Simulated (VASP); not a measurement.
# TiSi2 (Fddd) in VASP: further runs

Aim: see how the results for TiSi2 move with the level of theory and the settings. Levels: PBEsol, PBEsol+U. Tasks: relaxation of cell and atoms.

All numbers are computed with VASP 6.6.1; they aren't measurements. Logs are shortened: lines on timing, memory, paths and dates and some standing lists are left out, and cuts for length are marked.

## Step 1: Starting point

It takes space group Fddd (No. 70, orthorhombic). The conventional cell has a = 4.779 Å, b = 8.235 Å, c = 8.526 Å, α = 90.00°, β = 90.00°, γ = 90.00°. Ti (site symmetry 222) has 10 Si at 2.55 to 2.78 Å as nearest neighbours. Si (site symmetry 2) is surrounded by 5 Si at 2.52 to 2.79 Å and 5 Ti at 2.55 to 2.78 Å.

The cell is a database's computed one.

## Step 2: Relaxation of cell and atoms, PBEsol

Contents of INCAR:

```
SYSTEM = TiSi2
PREC = Accurate ; ENCUT = 600
EDIFF = 1E-7 ; ISMEAR = -1
SIGMA = 0.05 ; LREAL = .FALSE.
LASPH = .TRUE. ; NELM = 80
ALGO = Normal ; ISIF = 3
LWAVE = .FALSE. ; LCHARG = .FALSE.
GGA = PS ; IBRION = 2
NSW = 60 ; EDIFFG = -0.01
```

Contents of KPOINTS:

```
regular mesh
0
G
  5 5 5
  0 0 0
```

Contents of POSCAR:

```
TiSi2
1.0
    0.0000000000      4.1175163063      4.2628978354
    2.3895119538      0.0000000000      4.2628978354
    2.3895119538      4.1175163063      0.0000000000
Ti Si
2 4
Direct
    0.7500000000      0.7500000000      0.7500000000
    0.5000000000      0.5000000000      0.5000000000
    0.4125656100      0.0874343900      0.4125656100
    0.0874343900      0.4125656100      0.0874343900
    0.1625656100      0.8374343900      0.1625656100
    0.8374343900      0.1625656100      0.8374343900
```

Potentials or basis: VASP PAW PBE potentials, release 64 (Ti_sv, Si).

Launch:

```sh
cat potpaw_PBE.64/Ti_sv/POTCAR potpaw_PBE.64/Si/POTCAR > POTCAR
mpirun -np 1 vasp_std > vasp.out
```

OUTCAR:

```text
SYSTEM = TiSi2
   PREC = Accurate
   ENCUT = 600
   EDIFF = 1E-7
   ISMEAR = -1
   LREAL = .FALSE.
   LASPH = .TRUE.
   NELM = 80
   ISIF = 3
   GGA = PS
   IBRION = 2
   NSW = 60
   EDIFFG = -0.01

 ion  position               nearest neighbor table
   1  0.750  0.750  0.750-   6 2.55   5 2.55   6 2.55   5 2.55   3 2.74   3 2.74   4 2.74   4 2.74
                             3 2.78   4 2.78
   2  0.500  0.500  0.500-   4 2.55   3 2.55   4 2.55   3 2.55   5 2.74   5 2.74   6 2.74   6 2.74
                             5 2.78   6 2.78
   3  0.413  0.087  0.413-   6 2.52   6 2.52   2 2.55   2 2.55   4 2.68   1 2.74   1 2.74   1 2.78
                             4 2.79   4 2.79
   4  0.087  0.413  0.087-   5 2.52   5 2.52   2 2.55   2 2.55   3 2.68   1 2.74   1 2.74   1 2.78
                             3 2.79   3 2.79
   5  0.163  0.837  0.163-   4 2.52   4 2.52   1 2.55   1 2.55   6 2.68   2 2.74   2 2.74   2 2.78
                             6 2.79   6 2.79
   6  0.837  0.163  0.837-   3 2.52   3 2.52   1 2.55   1 2.55   5 2.68   2 2.74   2 2.74   2 2.78
                             5 2.79   5 2.79

  LATTYP: Found a face centered orthorhombic cell.
 ALAT       =     4.7790239076
 B/A-ratio  =     1.7231620456
 C/A-ratio  =     1.7840035613

  Lattice vectors:

 A1 = (   0.0000000000,   4.1175163063,   4.2628978354)
 A2 = (   2.3895119538,   0.0000000000,   4.2628978354)
 A3 = (   2.3895119538,   4.1175163063,   0.0000000000)

Analysis of symmetry for initial positions (statically):
=====================================================================
 Subroutine PRICEL returns:
 Original cell was already a primitive cell.

 Routine SETGRP: Setting up the symmetry group for a
 face centered orthorhombic supercell.

 Subroutine GETGRP returns: Found  8 space group operations
 (whereof  4 operations were pure point group operations)
 out of a pool of  8 trial point group operations.

The static configuration has the point symmetry D_2 .
 The point group associated with its full space group is D_2h.

Analysis of symmetry for dynamics (positions and initial velocities):
=====================================================================
 Subroutine PRICEL returns:
 Original cell was already a primitive cell.

 Routine SETGRP: Setting up the symmetry group for a
 face centered orthorhombic supercell.

 Subroutine GETGRP returns: Found  8 space group operations
 (whereof  4 operations were pure point group operations)
 out of a pool of  8 trial point group operations.

The dynamic configuration has the point symmetry D_2 .
 The point group associated with its full space group is D_2h.

 Subroutine INISYM returns: Found  8 space group operations
 (whereof  4 operations are pure point group operations),
 and found     1 'primitive' translations

----------------------------------------------------------------------------------------

                                     Primitive cell

  volume of cell :      83.8841

  direct lattice vectors                    reciprocal lattice vectors
     0.000000000  4.117516306  4.262897835    -0.209247750  0.121432427  0.117291106
     2.389511954  0.000000000  4.262897835     0.209247750 -0.121432427  0.117291106
     2.389511954  4.117516306  0.000000000     0.209247750  0.121432427 -0.117291106

  length of vectors
     5.926739280  4.886928006  4.760641544     0.268863643  0.268863643  0.268863643

  position of ions in fractional coordinates (direct lattice)
     0.750000000  0.750000000  0.750000000
     0.500000000  0.500000000  0.500000000
     0.412565610  0.087434390  0.412565610
     0.087434390  0.412565610  0.087434390
     0.162565610  0.837434390  0.162565610
     0.837434390  0.162565610  0.837434390

  ion indices of the primitive-cell ions
   primitive index   ion index
                 1           1
                 2           2
                 3           3
                 4           4
                 5           5
                 6           6

----------------------------------------------------------------------------------------

 KPOINTS: regular mesh

Automatic generation of k-mesh.
 Grid dimensions read from file:
 generate k-points for:    5    5    5

 Generating k-lattice:

  Cartesian coordinates                     Fractional coordinates (reciprocal lattice)
    -0.041849550  0.024286485  0.023458221     0.200000000  0.000000000  0.000000000
     0.041849550 -0.024286485  0.023458221     0.000000000  0.200000000 -0.000000000
     0.041849550  0.024286485 -0.023458221     0.000000000 -0.000000000  0.200000000

  Length of vectors
     0.053772729  0.053772729  0.053772729

  Shift w.r.t. Gamma in fractional coordinates (k-lattice)
     0.000000000  0.000000000  0.000000000

 Subroutine IBZKPT returns following result:
 ===========================================

 Found     27 irreducible k-points:

 Following reciprocal coordinates:
            Coordinates               Weight
  0.000000  0.000000  0.000000      1.000000
  0.200000 -0.000000 -0.000000      8.000000
  0.400000  0.000000  0.000000      8.000000
  0.200000  0.200000  0.000000      2.000000
  0.400000  0.200000 -0.000000      8.000000
 -0.400000  0.200000  0.000000      8.000000
[... 16 lines left out ...]
 -0.400000  0.000000  0.400000      4.000000
 -0.400000  0.200000  0.400000      4.000000
 [... further k-points ...]
   k-points           NKPTS =     27   k-points in BZ     NKDIM =     27   number of bands    NBANDS=     24
   number of dos      NEDOS =    301   number of ions     NIONS =      6
   total plane-waves  NPLWV =  76800
   dimension x,y,z NGX =    48 NGY =   40 NGZ =   40
   dimension x,y,z NGXF=    96 NGYF=   80 NGZF=   80
   ions per type =               2   4
   NGX,Y,Z   is equivalent  to a cutoff of  13.46, 13.61, 13.97 a.u.
   NGXF,Y,Z  is equivalent  to a cutoff of  26.93, 27.21, 27.94 a.u.
 SYSTEM =  TiSi2
   PREC   = accura    normal or accurate (medium, high low for compatibility)
   ISTART =      0    job   : 0-new  1-cont  2-samecut
   ICHARG =      2    charge: 1-file 2-atom 10-const
   ISPIN  =      1    spin polarized calculation?
   LNONCOLLINEAR =      F non collinear calculations
   LSORBIT =      F    spin-orbit coupling
   LASPH  =      T    aspherical Exc in radial PAW
   ENCUT  =  600.0 eV  44.10 Ry    6.64 a.u.  11.84  9.76  9.51*2*pi/ulx,y,z
   NELM   =     80;   NELMIN=  2; NELMDL= -5     # of ELM steps
   EDIFF  = 0.1E-06   stopping-criterion for ELM
   LREAL  =      F    real-space projection
   EDIFFG = -.1E-01   stopping-criterion for IOM
   NSW    =     60    number of steps for IOM
   IBRION =      2    ionic relax: 0-MD 1-quasi-New 2-CG
   NFREE  =      1    steps in history (QN), initial steepest desc. (CG)
   ISIF   =      3    stress and relaxation
   ISYM   =      2    0-nonsym 1-usesym 2-fastsym
   POTIM  = 0.5000    time-step for ionic-motion
   TEBEG  =    0.0;   TEEND  =   0.0 temperature during run
   PSTRESS=    0.0 pullay stress
   NELECT =      40.0000    total number of electrons
   NUPDOWN=      -1.0000    fix difference up-down
   EMIN   =  10.00;   EMAX   =-10.00  energy-range for DOS
   EFERMI =   0.00;   METHOD = LEGACY
   ISMEAR =    -1;   SIGMA  =   0.05  broadening in eV -4-tet -1-fermi 0-gaus
   EFERMI_NEDOS =   21; number of points for ismear=-14 and -15
   IALGO  =     38    algorithm
   IMIX   =      4    mixing-type and parameters
     AMIX     =   0.40;   BMIX     =  1.00
     AMIX_MAG =   1.60;   BMIX_MAG =  1.00
  volume/ion in A,a.u.               =      13.98        94.35
  Fermi-wavevector in a.u.,A,eV,Ry     =   1.278994  2.416947 22.256742  1.635824
  Thomas-Fermi vector in A             =   2.411504
   LORBIT       =      0    0 simple, 1 ext, 2 COOP (PROOUT), +10 PAW based schemes
   GGA     = PS    functional components
   LHFCALC =     F    Hartree Fock is set to
   AEXX    =    0.0000 exact exchange contribution
   IVDW    =     0    specifies the selected vdW correction
   LEPSILON=     F    determine dielectric tensor
   LRPA    =     F    only Hartree local field effects (RPA)
 conjugate gradient relaxation of ions
 non-spin polarized calculation
  energy-cutoff  :      600.00
  volume of cell :       83.88
 maximum number of plane-waves:      2827
   NGX = 23   NGY = 19   NGZ = 19

--------------------------------------- Ionic step        1  -------------------------------------------

 number of electron      39.9999999 magnetization

 Free energy of the ion-electron system (eV)
  ---------------------------------------------------
  ext. energy  EPLUGINS =         0.00000000
  ---------------------------------------------------
  free energy    TOTEN  =       -43.65522219 eV

  energy without entropy =      -43.63455015  energy(sigma->0) =      -43.64488617

------------------------ aborting loop because EDIFF is reached ----------------------------------------

  FORCE on cell =-STRESS in cart. coord.  units (eV):
  Direction    XX          YY          ZZ          XY          YZ          ZX
  --------------------------------------------------------------------------------------
  -------------------------------------------------------------------------------------
  Total       -1.1911834     -1.4963955     -0.1629587      0.0000000      0.0000000      0.0000000
  in kB      -22.7514863    -28.5810064     -3.1124950      0.0000000      0.0000000      0.0000000
  external PRESSURE =     -18.1483292 kB  Pullay stress =       0.0000000 kB
[... 145 lines left out ...]
  energy  without entropy=      -43.6441406389  energy(sigma->0) =      -43.65479532

--------------------------------------- Ionic step        5  -------------------------------------------

 number of electron      39.9999998 magnetization

 Free energy of the ion-electron system (eV)
  ---------------------------------------------------
  ext. energy  EPLUGINS =         0.00000000
  ---------------------------------------------------
  free energy    TOTEN  =       -43.66557785 eV

  energy without entropy =      -43.64429662  energy(sigma->0) =      -43.65493724

 E-fermi :  10.1983     XC(G=0): -11.8855

 val. band max:       10.1933774761   @ k =  -0.4000   0.4000   0.2000
 cond. band min:      10.2081394602   @ k =   0.4000   0.0000   0.0000
 fundamental gap:      0.0147619841
 Fermi energy:        10.1982653636

 k-point     1 :       0.0000    0.0000    0.0000
  band No.  band energies     occupation
      1     -45.7057      2.00000
      2     -45.6747      2.00000
      3     -22.2067      2.00000
      4     -22.1912      2.00000
      5     -22.1005      2.00000
      6     -22.0850      2.00000
[... 637 lines left out ...]
     23      12.8181      0.00000
     24      13.0572      0.00000

 [... further k-points ...]

------------------------ aborting loop because EDIFF is reached ----------------------------------------

  FORCE on cell =-STRESS in cart. coord.  units (eV):
  Direction    XX          YY          ZZ          XY          YZ          ZX
  --------------------------------------------------------------------------------------
  -------------------------------------------------------------------------------------
  Total       -0.0325441      0.0263520      0.0109508      0.0000000      0.0000000      0.0000000
  in kB       -0.6302130      0.5103020      0.2120610      0.0000000      0.0000000      0.0000000
  external PRESSURE =       0.0307167 kB  Pullay stress =       0.0000000 kB
[... 21 lines left out ...]
  FREE ENERGIE OF THE ION-ELECTRON SYSTEM (eV)
  ---------------------------------------------------
  free  energy   TOTEN  =       -43.6655778549 eV

  energy  without entropy=      -43.6442966206  energy(sigma->0) =      -43.65493724

 reached required accuracy - stopping structural energy minimisation
```

Run time: 6.4 min. Hardware: 1 thread of Intel Xeon Platinum 8375C at 2.90GHz (Ice Lake), shared host; peak memory 0.3 GiB.

Results:

* Free energy: -43.6656 eV
* Relaxed volume: 13.79 Å³/atom
* Relaxed cell: a = 5.906 Å, b = 4.885 Å, c = 4.722 Å, α = 75.86°, β = 53.32°, γ = 50.82°
* Space group after relaxing (to 0.05 Å): Fddd (No. 70)
* Energy gained by relaxing: 1.7 meV/atom
* Ionic steps: 5
* Pressure after relaxing: 0.0 GPa
* Largest force after relaxing: 0.008 eV/Å
* Band gap on the k mesh: none (metal or under the smearing width)

Forces in eV/Å, atoms in the order of the input:
```
Ti   0.000  0.000  0.000
Ti   0.000  0.000  0.000
Si   0.000 -0.008  0.000
Si   0.000  0.008  0.000
Si   0.000 -0.008  0.000
Si   0.000  0.008  0.000
```

The path:
| step | energy change (eV) | largest force (eV/Å) | pressure (GPa) | volume (Å³) |
| --- | --- | --- | --- | --- |
| 1 | 0.0000 | 0.0048 | -1.81 | 83.88 |
| 2 | -0.0070 | 0.0021 | 1.45 | 81.97 |
| 3 | -0.0098 | 0.0029 | 0.28 | 82.63 |
| 4 | -0.0102 | 0.0102 | -0.13 | 82.79 |
| 5 | -0.0104 | 0.0078 | 0.00 | 82.74 |

Final structure:
```
Ti Si
1.0
     0.00000    4.08163    4.26916
     2.37405    0.00000    4.26916
     2.37405    4.08163    0.00000
Ti Si
2 4
Direct
  0.75000 0.75000 0.75000
  0.50000 0.50000 0.50000
  0.41254 0.08746 0.41254
  0.08746 0.41254 0.08746
  0.16254 0.83746 0.16254
  0.83746 0.16254 0.83746
```

Levels at points of the mesh, in eV from the Fermi level:
```csv
k point,band 16,band 17,band 18,band 19,band 20,band 21,band 22,band 23,band 24
"(0.00, 0.00, 0.00)",-2.50,-2.26,-1.93,-1.67,-1.25,-0.88,2.15,3.28,3.51
```

Caveat: the PAW data sets were made with another functional, which shifts forces and pressure a little.

## Step 3: Relaxation of cell and atoms, PBEsol+U

Edit INCAR of step 2 so:

```diff
@@ -7,3 +7,7 @@
 LWAVE = .FALSE. ; LCHARG = .FALSE.
-GGA = PS ; IBRION = 2
-NSW = 60 ; EDIFFG = -0.01
+LMAXMIX = 4 ; LDAU = .TRUE.
+LDAUTYPE = 2 ; LDAUL = 2 -1
+LDAUU = 2 0 ; LDAUJ = 0 0
+LDAUPRINT = 1 ; GGA = PS
+IBRION = 2 ; NSW = 60
+EDIFFG = -0.01
```

KPOINTS is that of step 2.

POSCAR is that of step 2.

Potentials or basis: VASP PAW PBE potentials, release 64 (Ti_sv, Si).

Launch:

```sh
cat potpaw_PBE.64/Ti_sv/POTCAR potpaw_PBE.64/Si/POTCAR > POTCAR
mpirun -np 1 vasp_std > vasp.out
```

It took 8.2 min on 1 thread of Intel Xeon Platinum 8375C at 2.90GHz (Ice Lake), shared host; peak memory 0.3 GiB.

It converged, with:

```yaml
Free_energy: -40.3951 eV
Relaxed_volume: 14.03 Å³/atom
Relaxed_cell: a = 5.944 Å, b = 4.911 Å, c = 4.752 Å, α = 75.90°, β = 53.25°, γ = 50.85°
Space_group_after_relaxing_to_0.05_Å: Fddd (No. 70)
Energy_gained_by_relaxing: 1.0 meV/atom
Ionic_steps: 7
Pressure_after_relaxing: 0.0 GPa
Band_gap_on_the_k_mesh: none (metal or under the smearing width)
```

Stress tensor (GPa, compression positive):
```
 0.11  0.00  0.00
 0.00 -0.06  0.00
 0.00  0.00 -0.05
```

The path:
```
step  energy change (eV)  largest force (eV/Å)  pressure (GPa)  volume (Å³)
   1              0.0000                0.0756            0.63        83.88
   2             -0.0032                0.0707           -0.82        84.55
   3             -0.0041                0.0723           -0.36        84.34
   4             -0.0053                0.0509            0.07        84.07
   5             -0.0054                0.0432            0.22        83.99
   6             -0.0061                0.0179            0.09        84.09
   7             -0.0062                0.0018            0.00        84.15
```

Final structure:
```
Ti Si
1.0
     0.00000    4.11072    4.29284
     2.38438    0.00000    4.29284
     2.38438    4.11072    0.00000
Ti Si
2 4
Direct
  0.75000 0.75000 0.75000
  0.50000 0.50000 0.50000
  0.41084 0.08916 0.41084
  0.08916 0.41084 0.08916
  0.16084 0.83916 0.16084
  0.83916 0.16084 0.83916
```

Levels at points of the mesh, in eV from the Fermi level:
| k point | band 17 | band 18 | band 19 | band 20 | band 21 | band 22 | band 23 | band 24 |
| --- | --- | --- | --- | --- | --- | --- | --- | --- |
| (0.00, 0.00, 0.00) | -2.29 | -2.07 | -1.78 | -1.32 | -0.87 | 2.23 | 3.24 | 3.36 |

Eigenvalues of the final occupation matrices:
```tsv
site	spin	trace	eigenvalues
site 1 d	1	1.01	0.17 0.20 0.20 0.21 0.23
site 1 d	2	1.01	0.17 0.20 0.20 0.21 0.23
site 2 d	1	1.01	0.17 0.20 0.20 0.21 0.23
site 2 d	2	1.01	0.17 0.20 0.20 0.21 0.23
```

Caveat: the PAW data sets were made with another functional, which shifts forces and pressure a little; U without spin polarisation on a metal has little footing; the U is typed as a test and isn't derived for this compound.

[end of part 1 of 2]
